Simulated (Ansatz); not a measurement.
Geometry optimisation, DFT PBEsol, scalar-relativistic, plane waves, PAW in Ansatz 0.2.0.

input.yaml

```yaml
crystal:
  lattice:
    - [0.0, 5.43, 5.43]
    - [5.43, 0.0, 5.43]
    - [5.43, 5.43, 0.0]
  atoms:
    - { symbol: Si, position: [0.0, 0.0, 0.0] }
    - { symbol: Si, position: [0.125, 0.125, 0.125] }
    - { symbol: Si, position: [0.0, 0.0, 0.5] }
    - { symbol: Si, position: [0.125, 0.125, 0.625] }
    - { symbol: Si, position: [0.0, 0.5, 0.0] }
    - { symbol: Si, position: [0.125, 0.625, 0.125] }
    - { symbol: Si, position: [0.0, 0.5, 0.5] }
    - { symbol: Si, position: [0.125, 0.625, 0.625] }
    - { symbol: Si, position: [0.5, 0.0, 0.0] }
    - { symbol: Si, position: [0.625, 0.125, 0.125] }
    - { symbol: Si, position: [0.5, 0.0, 0.5] }
    - { symbol: Si, position: [0.625, 0.125, 0.625] }
    - { symbol: Si, position: [0.5, 0.5, 0.0] }
    - { symbol: Si, position: [0.625, 0.625, 0.125] }
    - { symbol: Si, position: [0.5, 0.5, 0.5] }
    - { symbol: Si, position: [0.625, 0.625, 0.625] }
    - { symbol: H, position: [0.7458725, 0.7512075, 0.2438647] }
total_charge: 1
basis:
  ecutwfc: 420.0
kpoints:
  mp_grid: { grid: [2, 2, 2] }
hamiltonian:
  xc: pbesol
scf:
  occupations: { method: gaussian, width: 0.02 }
  lower_state_search: "off"
relax:
  f_tol: 0.03
  max_steps: 60
  adjacent_minimum: "off"
output:
  write_density: true
  write_potential: true
  elf: true
  volumetric_format: npy
```

Run as:

```bash
$ ansatz run input.yaml --threads 1 --pin off --max-ram 3072MiB --backend cpu --events-out ev --progress --plain --runs-dir out
```

**Question.** Where does it end, and by what steps?

**Answer.** It converged. Limits of this set-up: coarse k mesh, charged cell in a uniform background, uncorrected. After 15 steps the energy has fallen by 1.004 eV; H17 moved furthest, 1.38 Å. Parted: Si9–Si14 (2.35 → 2.92 Å). Joined: Si9–H17 (2.66 → 1.62 Å), Si14–H17 (2.29 → 1.62 Å).

```json
{"step": "0", "energy less start (eV)": "0.0000", "largest force component (eV/Å)": "0.345", "accepted": "yes"}
{"step": "1", "energy less start (eV)": "-0.1221", "largest force component (eV/Å)": "0.591", "accepted": "yes"}
{"step": "2", "energy less start (eV)": "-0.2782", "largest force component (eV/Å)": "0.694", "accepted": "yes"}
{"step": "3", "energy less start (eV)": "-0.4252", "largest force component (eV/Å)": "0.612", "accepted": "yes"}
{"step": "4", "energy less start (eV)": "-0.5457", "largest force component (eV/Å)": "0.514", "accepted": "yes"}
{"step": "5", "energy less start (eV)": "-0.6311", "largest force component (eV/Å)": "0.530", "accepted": "yes"}
{"step": "6", "energy less start (eV)": "-0.6805", "largest force component (eV/Å)": "0.181", "accepted": "yes"}
{"step": "7", "energy less start (eV)": "-0.7109", "largest force component (eV/Å)": "0.234", "accepted": "yes"}
{"step": "8", "energy less start (eV)": "-0.8254", "largest force component (eV/Å)": "0.407", "accepted": "yes"}
{"step": "9", "energy less start (eV)": "-0.8967", "largest force component (eV/Å)": "0.348", "accepted": "yes"}
{"step": "10", "energy less start (eV)": "-0.9423", "largest force component (eV/Å)": "0.619", "accepted": "yes"}
{"step": "11", "energy less start (eV)": "-0.9054", "largest force component (eV/Å)": "0.754", "accepted": "no"}
{"step": "12", "energy less start (eV)": "-1.0028", "largest force component (eV/Å)": "0.059", "accepted": "yes"}
{"step": "13", "energy less start (eV)": "-1.0040", "largest force component (eV/Å)": "0.053", "accepted": "yes"}
{"step": "14", "energy less start (eV)": "-1.0039", "largest force component (eV/Å)": "0.034", "accepted": "no"}
{"step": "15", "energy less start (eV)": "-1.0044", "largest force component (eV/Å)": "0.009", "accepted": "yes"}
```

```xyz
17
Lattice="0.0000 5.4300 5.4300 5.4300 0.0000 5.4300 5.4300 5.4300 0.0000" Properties=species:S:1:pos:R:3
Si 0.025 0.032 0.002
Si 1.343 1.485 1.281
Si 2.723 2.869 -0.002
Si 4.100 4.150 1.381
Si 2.647 0.163 2.722
Si 4.133 1.395 4.061
Si 5.443 2.793 2.725
Si 6.780 4.172 4.056
Si 0.205 2.667 2.920
Si 1.520 4.102 4.231
Si 2.725 5.460 2.741
Si 4.011 6.902 4.065
Si 2.830 2.652 5.544
Si 3.945 4.354 6.661
Si 5.450 5.580 5.371
Si 6.782 6.823 6.851
H 5.040 4.075 7.820
```

Whether the end is a true minimum wasn't checked by a vibrational analysis.

Run time: 61 s on 1 thread of Intel(R) Xeon(R) Platinum 8488C (Sapphire Rapids) (shared host), peak memory 0.65 GiB.
